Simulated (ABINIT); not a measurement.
This ABINIT 10.8.3 (patched build) run on PtS2 needs a look.

The input run.abi:

```
# Datasets
ndtset 4

# Pseudopotentials
pp_dirpath "./"
pseudos "Pt.upf, S.upf"

# Structure
structure "poscar:POSCAR"
natom 3
chkprim 0
chksymtnons 0
tolsym 1.0e-6

# Plane-wave basis
ecut 925.187132 eV

# k points
kptopt 1
ngkpt 4 4 2
nshiftk 1
shiftk 0.0 0.0 0.0
istwfk *1

# Exchange and correlation
ixc 7

# Bands and occupations
occopt 1

# SCF cycle
nstep 50
diemac 6.0

# Output
iomode 3
prteig 0
prtebands 0

# Dataset 1: ground state
nband1 15
tolvrs1 1.0e-12
prtden1 1
prtwf1 0

# Dataset 2: empty bands at fixed density
iscf2 -2
getden2 1
nband2 221
nbdbuf2 20
tolwfr2 1.0e-12
nstep2 120
prtden2 0

# Dataset 3: screening
optdriver3 3
nband3 201
ecuteps3 9.5
ecutwfn3 20.0
inclvkb3 2
ppmodel3 1
gwcomp3 1
gwencomp3 2.0

# Dataset 4: self-energy
optdriver4 4
getwfk4 2
nband4 201
ecuteps4 9.5
ecutsigx4 34.0
ecutwfn4 34.0
symsigma4 1
getscr4 3
ppmodel4 1
gw_qprange4 1
gwcomp4 1
gwencomp4 2.0
```

POSCAR

```
PtS2
1.0
    3.5431994800      0.0000000000      0.0000000000
   -1.7715997400      3.0685007600      0.0000000000
    0.0000000000      0.0000000000      5.0388000000
Pt S
1 2
Direct
    0.9958593300      0.9407247300      0.0033842100  Pt
    0.3343188500      0.6767787700      0.2424575600  S
    0.6698218200      0.3824965000      0.7541582400  S
```

Potentials or basis: PseudoDojo NC SR LDA v0.4 stringent.

The run is started by

```sh
$ abinit run.abi > log 2>&1
```

run.abo:

```text
.Version 10.8.3 of ABINIT
 DATASET    1 : space group P1 (#  1); Bravais aP (primitive triclinic)
================================================================================
 Values of the parameters that define the memory need for DATASET  1.
     intxc =       0    ionmov =       0      iscf =       7    lmnmax =       8
     lnmax =       8     mgfft =      50  mpssoang =       4    mqgrid =    3001
     natom =       3  nloc_mem =       1    nspden =       1   nspinor =       1
    nsppol =       1      nsym =       1    n1xccc =    2501    ntypat =       2
    occopt =       1   xclevel =       1
       mpw =        3524          nfft =       64800          nkpt =          20
================================================================================
================================================================================
[... 25 lines left out ...]
 DATASET    4 : space group P1 (#  1); Bravais aP (primitive triclinic)
[... 336 lines left out ...]

--- !DatasetInfo
iteration_state: {dtset: 2, }
dimensions: {natom: 3, nkpt: 20, mband: 221, nsppol: 1, nspinor: 1, nspden: 1, mpw: 3524, }
cutoff_energies: {ecut:  34.0, pawecutdg:  -1.0, }
electrons: {nelect:   3.00000000E+01, charge:   0.00000000E+00, occopt:   1.00000000E+00, tsmear:   1.00000000E-02, }
meta: {optdriver: 0, ionmov: 0, optcell: 0, iscf: -2, paral_kgb: 0, }
...

 mkfilename : getden/=0, take file _DEN from output of DATASET   1.

 Exchange-correlation functional for the present dataset will be:
  LDA: Perdew-Wang 92 LSD fit to Ceperley-Alder data - ixc=7
  J.P.Perdew and Y.Wang, PRB 45, 13244 (1992)

 Real(R)+Recip(G) space primitive vectors, cartesian coordinates (Bohr,Bohr^-1):
 R(1)=  6.6956766  0.0000000  0.0000000  G(1)=  0.1493501  0.0862273  0.0000000
 R(2)= -3.3478383  5.7986261  0.0000000  G(2)=  0.0000000  0.1724546  0.0000000
 R(3)=  0.0000000  0.0000000  9.5219520  G(3)=  0.0000000  0.0000000  0.1050205
 Unit cell volume ucvol=  3.6969669E+02 bohr^3
 Angles (23,13,12)=  9.00000000E+01  9.00000000E+01  1.20000000E+02 degrees

 getcut: wavevector=  0.0000  0.0000  0.0000  ngfft=  36  36  50
         ecut(hartree)=     34.000   => boxcut(ratio)=   2.00050
--------------------------------------------------------------------------------

================================================================================
```

Problem. How did it end, and where is the flaw?

Solution. The run was cut off at its time limit. The input holds a flaw that was put in on purpose: no wave functions read (getwfk3 = left out).
